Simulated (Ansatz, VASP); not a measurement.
## Si in VASP and in Ansatz

The input INCAR:

```
PREC = Accurate
ENCUT = 520
EDIFF = 1E-6
ISMEAR = 0
SIGMA = 0.05
LREAL = F
LASPH = T
NELM = 100
ALGO = Normal
ISIF = 2
LWAVE = F
LCHARG = F
GGA = PE
NBANDS = 11
```

File KPOINTS:

```
Automatic mesh
0
Gamma
  10 10 10
```

Contents of POSCAR:

```
Si
1.0
    0.0000000000      2.6206928611      2.6206928611
    2.6206928611      0.0000000000      2.6206928611
    2.6206928611      2.6206928611      0.0000000000
Si
2
Direct
    0.5000000000      0.5000000000      0.5000000000
    0.7500000000      0.7500000000      0.7500000000
```

Input for Ansatz:

```yaml
crystal:
  lattice:
    - [0.0, 2.6206928611, 2.6206928611]
    - [2.6206928611, 0.0, 2.6206928611]
    - [2.6206928611, 2.6206928611, 0.0]
  atoms:
    - { symbol: Si, position: [0.5, 0.5, 0.5] }
    - { symbol: Si, position: [0.75, 0.75, 0.75] }
basis:
  ecutwfc: 420
kpoints:
  mp_grid: { grid: [10, 10, 10] }
hamiltonian:
  xc: pbe
  pseudopotentials: { kind: paw, azcp: { folder: soft_1 } }
scf:
  occupations: { method: gaussian, width: 0.05 }
output:
  forces: true
  stress: true
  eigenvalues: true
```

Alike in both runs: task single point; functional PBE; k mesh 10 × 10 × 10; occupations gaussian, width 0.05 eV; no spin polarisation.

|  | VASP | Ansatz |
| --- | --- | --- |
| version | VASP 6.6.1 | Ansatz 0.2.0 |
| potentials or method | VASP PAW PBE potentials, release 64 (Si) | scalar-relativistic, plane waves, PAW |
| plane-wave cutoff (eV) | 520 | 420 |
| valence electrons in the cell | 8 | 8 |

```csv
,VASP,Ansatz,Ansatz less VASP
gap on the k mesh at the Fermi level (eV),0.38,0.38,-0.001
least direct gap on the mesh (eV),2.60,2.59,-0.007
pressure (GPa),14.8,14.9,+0.10
```

With one functional, cell and mesh, what is left measures potentials, basis and numerics.
